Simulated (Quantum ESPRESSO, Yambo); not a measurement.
# CsH (Fm-3m): G0W0 on several meshes in Yambo, part 2 of 2

Aim: the GW shift of CsH (Fm-3m) against the k mesh.

Quantum ESPRESSO 7.5 and Yambo 5.3.0; PBEsol and many-body steps on it, plane waves. Known limits of the many-body steps: not at the basis limit; no spin-orbit coupling; coarse k mesh.

So far. Step 4 (4×4×4): The gap on the mesh goes from 2.15 eV to 4.34 eV, a correction of +2.19 eV. Step 5 (Empty states on the mesh, 2×2×2 mesh, 242 bands): On this mesh the gap is 2.149 eV.

The database entry behind the starting cell differs from later determinations by our own check (0.1 to 0.3 % short, probably kX units), so it need not match the best structure at ambient conditions.

## 6. Conversion and set-up

This step: Yambo 5.3.0; conversion and set-up on PBEsol, plane waves, norm-conserving pseudopotentials.

Launch:

```sh
> (cd o/x.save; p2y > p2y.log; mv SAVE ../..); yambo > setup.log
```

The program printed:

```text
 Yambo, version 5.3.0

 [02] CORE Variables Setup
 =========================

  [02.01] Unit cells
  ==================

  Cell kind             :  FCC
  Atoms in the cell     :  Cs  H
  number of Cs atoms    :  1
  number of H  atoms    :  1

  List of atomic masses
  Mass of Cs    :  132.9100
  Mass of H     :  1.008000

  List of atomic coordinates    : [cc]
  Cs1       :  0.000000  0.000000  0.000000  order 1
  H1       :  6.024447  6.024447  6.024447  order 2

  Alat factors          :  6.024447  6.024447  6.024447 [a.u.]
  Direct lattice volume :  437.3021 [a.u.]
[...]
0.000000  0.000000  0.000000  0.000000  0.000000  0.000000  0.000000  0.000000

 [03] Transferred momenta grid and indexing
 ==========================================

 IBZ Q-points                                      :  3
 BZ  Q-points                                      :   8

 K/Q-points units:
 rlu = crystal or reduced units; cc = cartesian coordinates; iku = interal k-units

 Q [1]          [rlu]:  0.000000  0.000000  0.000000
 Q [2]          [rlu]:  0.97851E-17  0.97851E-17 -0.50000
 Q [3]          [rlu]: -0.13221E-16 -0.50000     -0.50000

  [03.01] X indexes
  =================

   [03.01.01] Sigma indexes
   ========================

 [06] Game Over & Game summary
```

The job ended after 2.1 s (1 MPI rank of Arm Neoverse V2, shared host; peak memory 0.25 GiB).

## 7. 2×2×2

This step: G0W0 on PBEsol, plane waves, norm-conserving pseudopotentials.

The input, gw10.in:

```
HF_and_locXC
gw0
dyson
ppa
em1d
rim_cut
RandQpts= 1000000
RandGvec= 1 RL
EXXRLvcs= 64 Ry
VXCRLvcs= 256 Ry
Chimod= "HARTREE"
% BndsRnXp
 1 | 242 |
%
NGsBlkXp= 16 Ry
% LongDrXp
 1 | 1 | 1 |
%
% GbndRnge
 1 | 242 |
%
DysSolver= "n"
ExtendOut
PPAPntXp= 27.21138 eV
% QPkrange
 2 | 2 | 4 | 7 |
 1 | 1 | 4 | 7 |
%
```

Launch:

```sh
> OMP_NUM_THREADS=1 mpirun -n 4 yambo -F gw10.in -J gw10 -C gw10 > gw10.log
```

The program printed:

```text
 Yambo, version 5.3.0

 [02] CORE Variables Setup
 =========================

  [... cell, symmetries and grids as in the set-up ...]

  [02.05] Energies & Occupations
  ==============================

  [X] === General ===
  [X] Electronic Temperature                        :  0.000000  0.000000 [eV K]
  [X] Bosonic    Temperature                        :  0.000000  0.000000 [eV K]
  [X] Finite Temperature mode                       : no
  [X] El. density                                   :  0.15432E+24 [cm-3]
  [X] Fermi Level                                   :  3.261446 [eV]

  [X] === Gaps and Widths ===
  [X] Conduction Band Min                           :  2.149182 [eV]
  [X] Valence Band Max                              :  0.000000 [eV]
  [X] Filled Bands                                  :   5
  [X] Empty Bands                                   :    6  242
  [X] Direct Gap                                    :  2.149182 [eV]
  [X] Direct Gap localized at k                     :  2
  [X] Indirect Gap                                  :  2.149182 [eV]
  [X] Indirect Gap between kpts                     :  2  2
  [X] Last valence band width                       :  1.775611 [eV]
  [X] 1st conduction band width                     :  2.995424 [eV]

 [03] Transferred momenta grid and indexing
 ==========================================

 IBZ Q-points                                      :  3
 BZ  Q-points                                      :   8

 K/Q-points units:
 rlu = crystal or reduced units; cc = cartesian coordinates; iku = interal k-units

 Q [1]          [rlu]:  0.000000  0.000000  0.000000
 Q [2]          [rlu]:  0.97851E-17  0.97851E-17 -0.50000
 Q [3]          [rlu]: -0.13221E-16 -0.50000     -0.50000

 [04] Coloumb potential Random Integration (RIM)
[...]
[xc] Functional : Perdew, Burke & Ernzerhof SOL(X)+Perdew, Burke & Ernzerhof SOL(C)
 [xc] LIBXC used to calculate xc functional
  PP Number of Atomic Species                      :  2
  NLCC RL compoments                               :  30395
  PP Number of Atomic Species                      :  2
  NLCC RL compoments                               :  30395

 [xc] E_xc :  -3.492701 [Ha]
      E_xc :  -6.985402 [Ry]

  Local XC kind (lXC) : Perdew, Burke & Ernzerhof SOL(X)+Perdew, Burke & Ernzerhof SOL(C)
  Non-Local XC kind (nlXC) : Hartree-Fock

  Corrections @ K [1] :  [eV]
 <4|nlXC|4> = -17.17845 -0.91049E-17 <4|lXC|4> = -13.08088  0.41004E-22
 <5|nlXC|5> = -11.53005  0.67824E-17 <5|lXC|5> = -8.370706  0.18882E-15
 <6|nlXC|6> = -3.283239 -0.28898E-17 <6|lXC|6> = -7.869793  0.94408E-16
[...]
Corrections @ K [2] :  [eV]
[...]
<6|nlXC|6> = -2.611970 -0.63718E-17 <6|lXC|6> = -6.468825  0.23602E-16
 <7|nlXC|7> = -3.487000  0.56163E-17 <7|lXC|7> = -7.889781 -0.47204E-16

 [08] Dyson equation: Newton solver
 ==================================

  [08.01] G0W0 (W PPA)
  ====================

  [  GW  ] Bands range     :    1  242
  [GW/PPA] G damping       :  0.100000 [eV]

  QP @ state[ 1 ] K range:  1  2
  QP @ state[ 1 ] b range:   4   7

   Sc/G bands                                       :    1  242
   Sc/G damping                                     :  0.100000 ev
   Sc bands terminator                              : no
   Sx RL components                                 :   3839

   QP @ state[ 1 ] K range                          :  1  2
   QP @ state[ 1 ] b range                          :   4   7
   GF energies kind                                 : Perdew, Burke & Ernzerhof SOL(X)+Perdew, Burke & Ernzerhof SOL(C)
   GF WF`s kind                                     : Perdew, Burke & Ernzerhof SOL(X)+Perdew, Burke & Ernzerhof SOL(C)
   Xs energies kind                                 : Perdew, Burke & Ernzerhof SOL(X)+Perdew, Burke & Ernzerhof SOL(C)
   Xs WF`s kind                                     : Perdew, Burke & Ernzerhof SOL(X)+Perdew, Burke & Ernzerhof SOL(C)

 [11] Game Over & Game summary
```

Wall time 37 s (4 MPI ranks); peak memory 1.4 GiB; 2.4 min of CPU time.

This step gave:

- G0W0 gap on the points computed: 3.858 eV
- starting gap on the mesh: 2.149 eV
- k of the valence top: 0, 0, -0.5
- k of the conduction bottom: 0, 0, -0.5
- least direct G0W0 gap on the computed points: 3.858 eV
- Z at the valence top: 0.7846
- Z at the conduction bottom: 0.8291

Against G0W0 in Yambo (4×4×4 mesh, 242 bands, screening to 217.7 eV, Godby-Needs plasmon pole), the gap moves by −0.485 eV.

## 8. Side by side

Times are wall times on 4 MPI ranks of Arm Neoverse V2, shared host, good to a factor of about two.

```csv
run,mesh,bands,screening cutoff (eV),DFT gap (eV),gap on the mesh (eV),direct (eV),time
4×4×4,4×4×4,242,217.7,2.149,4.343,4.343,5.4 min
2×2×2,2×2×2,242,217.7,2.149,3.858,3.858,37 s
```

## 9. Outcome

| Item | Value |
| --- | --- |
| 4×4×4 | 4.343 eV |
| 2×2×2 | 3.858 eV |
| known limits | not at the basis limit; no spin-orbit coupling; coarse k mesh |

**Reading.** 2×2×2: −0.485 eV against 4×4×4. Bands and cutoff are finite, so the gap is not at the basis limit. The miss can reach some tenths of an eV and take either sign; the mesh is an error of its own. In the G0W0 runs levels were corrected at 2 k points alone, so a gap called «on the mesh» is the least over those, and an edge elsewhere would be missed. The many-body steps are scalar-relativistic: spin-orbit coupling is not in them.

[Paths, hosts, dates, memory and timing lines, banners, echoed tables and standing remarks are left out of the program output.]

[Logs are printed without paths, hosts, clocks, repeated set-up lines and the standing remarks that a program may print on its own settings, such as how far it seeks lower states.]

[Runs of the session that timed out or met a known fault of the program may be left out.]

[Hosts, paths, dates, database ids (printed as entryN), source tags and the programs' standing remarks are cut or masked in the printed files.]
